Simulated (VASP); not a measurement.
From an Ansatz input to VASP: Mg$_{2}$Ge (strained antifluorite)

Ansatz input

```yaml
crystal:
  lattice:
    - [0.0, 3.1194392128, 3.1194392128]
    - [3.1194392128, 0.0, 3.1194392128]
    - [3.1194392128, 3.1194392128, 0.0]
  atoms:
    - { symbol: Ge, position: [0.0, 0.0, 0.0] }
    - { symbol: Mg, position: [0.25, 0.25, 0.25] }
    - { symbol: Mg, position: [0.75, 0.75, 0.75] }
kpoints:
  mp_grid: { grid: [8, 8, 8] }
  band_path:
    path:
      - [0.0, 0.0, 0.0]
      - [0.5, 0.0, 0.5]
      - [0.625, 0.25, 0.625]
      - [0.375, 0.375, 0.75]
      - [0.5, 0.5, 0.5]
      - [0.5, 0.25, 0.75]
      - [0.0, 0.5, 0.5]
    npoints: 1
hamiltonian:
  xc: r2scan
scf:
  occupations: { method: fermi_dirac, width: 0.02 }
  n_extra_bands: 4
output:
  forces: true
  stress: true
  eigenvalues: true
  write_density: true
  write_potential: true
  elf: true
  volumetric_format: npy
```

Write VASP inputs for this cell and level of theory.



INCAR

```
LCHARG = .TRUE.
NBANDS = 16
METAGGA = R2SCAN
LELF = .TRUE.
PREC = Accurate
NSW = 0
LWAVE = .FALSE.
IBRION = -1
ISIF = 2
ISMEAR = -1
LREAL = .FALSE.
ALGO = Normal
EDIFF = 1E-7
ENCUT = 520
LASPH = .TRUE.
NELM = 120
SIGMA = 0.02
```

KPOINTS

```
KPOINTS created by Atomic Simulation Environment
0
Gamma
8 8 8
0 0 0
```

KPOINTS_OPT

```
special points
7
Reciprocal
0.0000000000 0.0000000000 0.0000000000 1
0.5000000000 0.0000000000 0.5000000000 1
0.6250000000 0.2500000000 0.6250000000 1
0.3750000000 0.3750000000 0.7500000000 1
0.5000000000 0.5000000000 0.5000000000 1
0.5000000000 0.2500000000 0.7500000000 1
0.0000000000 0.5000000000 0.5000000000 1
```

POSCAR

```
Ge Mg
 1.0000000000000000
     0.0000000000000000    3.1194392128000001    3.1194392128000001
     3.1194392128000001    0.0000000000000000    3.1194392128000001
     3.1194392128000001    3.1194392128000001    0.0000000000000000
 Ge  Mg
   1   2
Cartesian
  0.0000000000000000  0.0000000000000000  0.0000000000000000
  1.5597196064000001  1.5597196064000001  1.5597196064000001
  4.6791588192000013  4.6791588192000013  4.6791588192000013
```

VASP ran with the recommended PBE PAW datasets (18 valence electrons in the cell). Other inputs would serve too.

```csv
,Ansatz,VASP
gap between bands v and c,0.39 eV,0.38 eV
least direct gap,2.04 eV,2.03 eV
pressure,3.8 GPa,3.5 GPa
```

Datasets and cutoffs are each program's own. VASP's cell holds 18 valence electrons and Ansatz's 34. Ansatz's stress includes a Pulay correction; VASP's doesn't.
